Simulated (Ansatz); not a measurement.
# Y/BeSe/Pb: conductance for both polarities, part 2 of 5

Wanted: the change of resistance of Y/BeSe/Pb with the barrier's polarity. The lower electrode is Y hcp(0001), the upper one Pb fcc(111); the barrier is BeSe zinc blende(111) (whole bilayers). In the first transport cell, after relaxation, the nearest pair of electrode and barrier is Y–Se at 3.14 Å, at a slant, at the lower face and Pb–Be at 3.15 Å, at a slant, too long for a bond, at the upper one. A gap without bonds adds to the barrier. All share a net of side 3.663 Å, which strains the lower electrode by +0.1 %, the upper one by +3.0 % and the barrier by +0.0 %, against typed lattice constants near PBE's. The first steps treat the bulk electrodes alone.

Ansatz 0.2.0; PBE DFT, plane waves, PAW files (the session's first sound run).

So far: The starting structure; The strained electrode, 2 atoms, electrode Y hcp(0001); The strained electrode, 3 atoms, electrode Pb fcc(111).

## 4. Relaxation, polarity Se face on the lower electrode

System of this step: Y/BeSe/Pb. The cell holds 16 atoms: 4 Y, 4 Se, 4 Be and 4 Pb. Cell: a = 3.663 Å, b = 3.663 Å, c = 46.360 Å, α = 90.0°, β = 90.0°, γ = 120.0°. Vacuum lies along c.

The starting distances are typed guesses, too rough for a quantity that is exponential in distance. A short slab in vacuum serves: only the barrier and the layers next to it are taken over, and later cells can add or drop layers in the barrier's middle. The dipole correction removes the field that unlike faces would set up across the vacuum.

File input.yaml:

```yaml
crystal:
  lattice:
    - [3.663, 0.0, 0.0]
    - [-1.8315, 3.1722510541, 0.0]
    - [0.0, 0.0, 46.3600918861]
  atoms:
    - { symbol: "Y", position: [0.0, 0.0, 0.1725622119] }
    - { symbol: "Y", position: [0.33333333, 0.66666667, 0.2336788587] }
    - { symbol: "Y", position: [0.0, 0.0, 0.2947955055] }
    - { symbol: "Y", position: [0.33333333, 0.66666667, 0.3559121523] }
    - { symbol: Se, position: [0.66666667, 0.33333333, 0.4062683635] }
    - { symbol: Be, position: [0.0, 0.0, 0.4223952059] }
    - { symbol: Se, position: [0.0, 0.0, 0.4707757332] }
    - { symbol: Be, position: [0.33333333, 0.66666667, 0.4869025756] }
    - { symbol: Se, position: [0.33333333, 0.66666667, 0.5352831029] }
    - { symbol: Be, position: [0.66666667, 0.33333333, 0.5514099454] }
    - { symbol: Se, position: [0.66666667, 0.33333333, 0.5997904726] }
    - { symbol: Be, position: [0.0, 0.0, 0.6159173151] }
    - { symbol: Pb, position: [0.33333333, 0.66666667, 0.6434426867] }
    - { symbol: Pb, position: [0.66666667, 0.33333333, 0.7047743872] }
    - { symbol: Pb, position: [0.0, 0.0, 0.7661060876] }
    - { symbol: Pb, position: [0.33333333, 0.66666667, 0.8274377881] }
kpoints:
  mp_grid: { grid: [8, 8, 1] }
scf:
  occupations: { method: fermi_dirac, width: 0.1 }
  max_iter: 150
hamiltonian:
  xc: pbe
efield:
  axis: 3
  dipole_correction: true
relax:
  f_tol: 0.04
  max_steps: 90
output:
  forces: true
```

Command:

```
ansatz run input.yaml --threads 4 --pin off --max-ram 12288MiB --backend cpu --events-out ev --progress --plain --runs-dir out
```

Numbers of over 12 decimals in the logs are rounded to 6 here.

What it wrote:

```text
[...]
Crystal: 16 atoms, lattice volume = 538.702 Å³
Basis set: ecut = 420 eV, 10451 PW (Γ), exchange–correlation on 50×50×640 points (8 copies of the dense FFT grid, shifted against one another)
Bands: 104, of which v1, the nominal top of the filled ones, is band 86 counted from 1 (85 counted from 0)
Symmetry: 6 space group operations
[...]
k-points: 10 of 64 (time reversal used)
[...]
SCF iter   1: F=—  HF=-85271.072800 eV  |F-HF|=—  |Δ(HF+E_count)|=         —  Δρ=7.18e-3  dr2=5.74e1  ethr=1.77e-3  p=0.004 e·Å  D=1.49e-3 V/Å  ΔV_dip=-0.07 eV  dr2_dipole=9.00e1  V_vac-E_F(+/−)=3.23/3.32 eV  ⟨swp⟩=11.9  Hψ=5667  notcnv=0
efield: sawtooth ramp at fractional position 0.9500 (placed from the atoms, in the widest stretch of the axis that holds none; the zero of the levels goes with the place), width 0.1000; the density the first Hamiltonian is built on has a dipole p = 0.004 e·Å; the dipole correction subtracts the counter field D = 1.49e-3 V/Å, which shifts the + side's vacuum level by -0.07 eV against the − side's; the planar-averaged density in the ramp window peaks in size at 1.9e-4 e/Å³
[...]
SCF iter   2: F=—  HF=-85270.894507 eV  |F-HF|=—  |Δ(HF+E_count)|=   1.78e-1  Δρ=4.50e-3  dr2=2.62e1  ethr=1.77e-3  p=-0.077 e·Å  D=-2.58e-2 V/Å  ΔV_dip=1.19 eV  dr2_dipole=4.61e1  V_vac-E_F(+/−)=4.36/3.16 eV  ⟨swp⟩=2.7  Hψ=1270  notcnv=0
[...]
SCF iter   8: F=-85270.717739 eV  HF=-85270.717742 eV  |F-HF|=3.24e-6  |Δ(HF+E_count)|=   9.22e-7  Δρ=9.60e-6  dr2=4.11e-6  ethr=2.33e-8  p=-0.036 e·Å  D=-1.21e-2 V/Å  ΔV_dip=0.56 eV  dr2_dipole=1.96e-8  V_vac-E_F(+/−)=3.91/3.35 eV  ⟨swp⟩=4.4  Hψ=3076  notcnv=0
WARN: efield: at this solve's end the planar-averaged density reaches 7.50e-5 e/Å³ inside the ramp window [0.9284, 0.0716] (bound 1e-5 e/Å³), and -1.13e-5 e/Å³ on another of its planes; by the running means of the window's planes the mean density over a ramp is at most 7.25e-5 e/Å³, which is held to the bound (the quickstart, § The vacuum guard, A window that rings); the window's nearer edge stands 4.68 Å from this s [...]
SCF 1 converged in 8 iterations: F = -85270.717739 eV  dr2 = 4.11e-6
[...]
relax step   1: F+E_penalty+E_count = -85270.71773859 eV  Δ(F+E_penalty+E_count) = +0.000e0 eV  max|allowed force component| = 4.796e0 eV/Å  Δτ_max = 0.0000 Å  (8 SCF iters, dr2 threshold 4.00e-5 eV, accepted)
[...]
SCF iter   1: F=—  HF=-85271.842332 eV  |F-HF|=—  |Δ(HF+E_count)|=         —  Δρ=3.12e-3  dr2=6.19e-1  ethr=3.42e-4  p=-0.036 e·Å  D=-1.21e-2 V/Å  ΔV_dip=0.56 eV  dr2_dipole=2.74e-1  V_vac-E_F(+/−)=3.92/3.36 eV  ⟨swp⟩=1.0  Hψ=4088  notcnv=0
efield: sawtooth ramp at fractional position 0.9500 (handed on by an earlier solve), width 0.1000; the density the first Hamiltonian is built on has a dipole p = -0.036 e·Å; the dipole correction subtracts the counter field D = -1.21e-2 V/Å, which shifts the + side's vacuum level by +0.56 eV against the − side's; the planar-averaged density in the ramp window peaks in size at 6.9e-5 e/Å³
[...]
SCF iter   2: F=—  HF=-85271.817610 eV  |F-HF|=—  |Δ(HF+E_count)|=   2.47e-2  Δρ=1.09e-3  dr2=1.82e-2  ethr=3.42e-4  p=-0.038 e·Å  D=-1.27e-2 V/Å  ΔV_dip=0.59 eV  dr2_dipole=7.92e-5  V_vac-E_F(+/−)=3.93/3.34 eV  ⟨swp⟩=2.7  Hψ=1540  notcnv=0
[...]
SCF iter   5: F=-85271.814326 eV  HF=-85271.814424 eV  |F-HF|=9.81e-5  |Δ(HF+E_count)|=   2.21e-5  Δρ=6.71e-5  dr2=9.56e-5  ethr=5.81e-8  p=-0.038 e·Å  D=-1.27e-2 V/Å  ΔV_dip=0.59 eV  dr2_dipole=2.50e-5  V_vac-E_F(+/−)=3.94/3.34 eV  ⟨swp⟩=3.2  Hψ=4203  notcnv=0
[...]
SCF 2 converged in 5 iterations: F = -85271.814326 eV  dr2 = 9.56e-5
relax step   2: F+E_penalty+E_count = -85271.81432614 eV  Δ(F+E_penalty+E_count) = -1.097e0 eV  max|allowed force component| = 2.658e0 eV/Å  Δτ_max = 0.1950 Å  (5 SCF iters, dr2 threshold 1.00e-4 eV, accepted)
[...]
SCF iter   5: F=-85272.328745 eV  HF=-85272.328804 eV  |F-HF|=5.88e-5  |Δ(HF+E_count)|=   3.82e-5  Δρ=5.30e-5  dr2=6.30e-5  ethr=5.81e-8  p=-0.037 e·Å  D=-1.24e-2 V/Å  ΔV_dip=0.57 eV  dr2_dipole=6.02e-6  V_vac-E_F(+/−)=3.91/3.34 eV  ⟨swp⟩=3.5  Hψ=4086  notcnv=0
[...]
SCF 3 converged in 5 iterations: F = -85272.328745 eV  dr2 = 6.30e-5
relax step   3: F+E_penalty+E_count = -85272.32874530 eV  Δ(F+E_penalty+E_count) = -5.144e-1 eV  max|allowed force component| = 9.846e-1 eV/Å  Δτ_max = 0.1949 Å  (5 SCF iters, dr2 threshold 1.00e-4 eV, accepted)
[...]
relax step   4: F+E_penalty+E_count = -85272.59804290 eV  Δ(F+E_penalty+E_count) = -2.693e-1 eV  max|allowed force component| = 3.652e-1 eV/Å  Δτ_max = 0.1947 Å  (6 SCF iters, dr2 threshold 1.00e-4 eV, accepted)
[...]
relax step   5: F+E_penalty+E_count = -85272.72322813 eV  Δ(F+E_penalty+E_count) = -1.252e-1 eV  max|allowed force component| = 1.782e-1 eV/Å  Δτ_max = 0.1943 Å  (7 SCF iters, dr2 threshold 1.83e-5 eV, accepted)
[...]
relax step   6: F+E_penalty+E_count = -85272.78102550 eV  Δ(F+E_penalty+E_count) = -5.780e-2 eV  max|allowed force component| = 8.517e-2 eV/Å  Δτ_max = 0.2000 Å  (8 SCF iters, dr2 threshold 4.37e-6 eV, accepted)
[...]
relax step   7: F+E_penalty+E_count = -85272.80036434 eV  Δ(F+E_penalty+E_count) = -1.934e-2 eV  max|allowed force component| = 5.451e-2 eV/Å  Δτ_max = 0.2000 Å  (9 SCF iters, dr2 threshold 1.66e-6 eV, accepted)
SCF iter   1: F=—  HF=-85272.804253 eV  |F-HF|=—  |Δ(HF+E_count)|=         —  Δρ=9.28e-4  dr2=1.62e-1  ethr=7.77e-4  p=-0.030 e·Å  D=-1.02e-2 V/Å  ΔV_dip=0.47 eV  dr2_dipole=1.15e-1  V_vac-E_F(+/−)=3.80/3.33 eV  ⟨swp⟩=4.2  Hψ=2013  notcnv=0
[...]
SCF iter   9: F=-85272.802858 eV  HF=-85272.802858 eV  |F-HF|=4.00e-8  |Δ(HF+E_count)|=   1.67e-8  Δρ=9.68e-7  dr2=2.94e-8  ethr=5.81e-11  p=-0.029 e·Å  D=-9.79e-3 V/Å  ΔV_dip=0.45 eV  dr2_dipole=1.82e-8  V_vac-E_F(+/−)=3.78/3.33 eV  ⟨swp⟩=4.0  Hψ=3118  notcnv=0
[...]
SCF 8 converged in 9 iterations: F = -85272.802858 eV  dr2 = 2.94e-8
relax step   8: F+E_penalty+E_count = -85272.80285784 eV  Δ(F+E_penalty+E_count) = -2.493e-3 eV  max|allowed force component| = 2.750e-2 eV/Å  Δτ_max = 0.0600 Å  (9 SCF iters, accepted)
SCF converged after 9 iterations
Free energy (F): -85272.802858 eV
[...]
Internal energy: -85272.447663 eV  (E = F + TS)
E sigma→0 (E₀):  -85272.625260 eV
Entropy (-TS):   -0.355195 eV (-22.200 meV/atom)
Fermi energy:    6.097923 eV
Dipole field:    D = -0.009678 V/Å  (p = -0.028813 e·Å, saw-weighted, corrected)
Work function:   Φ+ = 3.7800 eV (in doubt: plateau slope 1.0e-2 eV/Å)   Φ− = 3.3316 eV
Levels:          The Fermi level and band energies are counted from a zero that moves with the ramp; work functions are not
Vacuum region:   at the solve's end the planar-averaged density reaches 1.16e-4 e/Å³ inside the ramp window [0.9284, 0.0716] (bound 1e-5 e/Å³), and -1.16e-5 e/Å³ on another of its planes; by the running means of the window's planes the mean density over a ramp is at most 1.11e-4 e/Å³, which is held to the bound (the quickstart, § The vacuum guard, A window that rings)
[...]
--- Forces (eV/Å), atoms counted from 1 ---
  atom   1  Y      0.00000000    -0.00000000    -0.00154570
  atom   2  Y     -0.00000000     0.00000000    -0.00773178
  atom   3  Y      0.00000000     0.00000000     0.00508624
  atom   4  Y      0.00000000     0.00000000    -0.00458444
  atom   5  Se     0.00000000    -0.00000000    -0.00253223
  atom   6  Be     0.00000000     0.00000000     0.00714784
  atom   7  Se     0.00000000     0.00000000    -0.00859766
  atom   8  Be     0.00000000     0.00000000     0.01049613
  atom   9  Se     0.00000000    -0.00000000     0.00204569
  atom  10  Be     0.00000000     0.00000000    -0.01438013
  atom  11  Se     0.00000000     0.00000000     0.02432590
  atom  12  Be     0.00000000     0.00000000    -0.01499010
  atom  13  Pb     0.00000000     0.00000000     0.00805409
  atom  14  Pb     0.00000000     0.00000000    -0.01788681
  atom  15  Pb     0.00000000     0.00000000     0.02749651
  atom  16  Pb     0.00000000     0.00000000    -0.01241178
  max |Σ_I F_I| component: 8.23e-6 eV/Å
--- Relaxed structure (8 steps of the walk, 8 accepted, 0 SCFs on fresh bases) ---
  F+E_penalty+E_count = -85272.80285784 eV   max|allowed force component| = 2.750e-2 eV/Å
  atoms:
    - { symbol: Y, position: [-1.8503717059853013e-17, -2.949029909160572e-17, 0.168206] }
    - { symbol: Y, position: [0.333333, 0.666667, 0.227774] }
    - { symbol: Y, position: [-1.8503717059853013e-17, -2.949029909160572e-17, 0.290379] }
    - { symbol: Y, position: [0.333333, 0.666667, 0.350054] }
    - { symbol: Se, position: [0.666667, 0.333333, 0.400015] }
    - { symbol: Be, position: [-1.8503717059853013e-17, -2.949029909160572e-17, 0.417211] }
    - { symbol: Se, position: [-1.8503717059853013e-17, -2.949029909160572e-17, 0.465129] }
    - { symbol: Be, position: [0.333333, 0.666667, 0.481472] }
    - { symbol: Se, position: [0.333333, 0.666667, 0.529484] }
    - { symbol: Be, position: [0.666667, 0.333333, 0.545754] }
    - { symbol: Se, position: [0.666667, 0.333333, 0.594010] }
[...]
- { symbol: Pb, position: [0.333333, 0.666667, 0.661573] }
    - { symbol: Pb, position: [0.666667, 0.333333, 0.720765] }
    - { symbol: Pb, position: [-1.8503717059853013e-17, -2.949029909160572e-17, 0.782839] }
    - { symbol: Pb, position: [0.333333, 0.666667, 0.841568] }
```

It took 1.9 min on 4 threads of Arm Neoverse V1, shared host; peak memory 1.6 GiB.

Step by step:

```
step  energy less that of the first step (eV)  largest force component (eV/Å)
   1                                   0.0000                          4.7956
   2                                  -1.0966                          2.6585
   3                                  -1.6110                          0.9846
   4                                  -1.8803                          0.3652
   5                                  -2.0055                          0.1782
   6                                  -2.0633                          0.0852
   7                                  -2.0826                          0.0545
   8                                  -2.0851                          0.0275
```

The run keeps the 6 symmetry operations that it works with, so distortions that break them were not tested.

The atoms that moved most (Å):

```
atom     dx     dy      dz  length
Pb13  0.000  0.000   0.841   0.841
Pb15  0.000  0.000   0.776   0.776
Pb14  0.000  0.000   0.741   0.741
Pb16  0.000  0.000   0.655   0.655
 Se5  0.000  0.000  -0.290   0.290
  Y2  0.000  0.000  -0.274   0.274
  Y4  0.000  0.000  -0.272   0.272
 Se9  0.000  0.000  -0.269   0.269
```

Numbers from this step:

* free energy: -85272.8029 eV
* Fermi energy: 6.098 eV

The largest force component on a free atom ends at 0.027 eV/Å. At one or more of this run's solves the program warned of density in the dipole ramp over its bound, where dipole, forces and levels can be off.

(Continued in part 3 of 5.)

[Logs are printed without paths, hosts, clocks, repeated set-up lines and the standing remarks that a program may print on its own settings, such as how far it seeks lower states.]

[Hosts, paths, dates, database ids (printed as entryN), source tags and the programs' standing remarks are cut or masked in the printed files.]
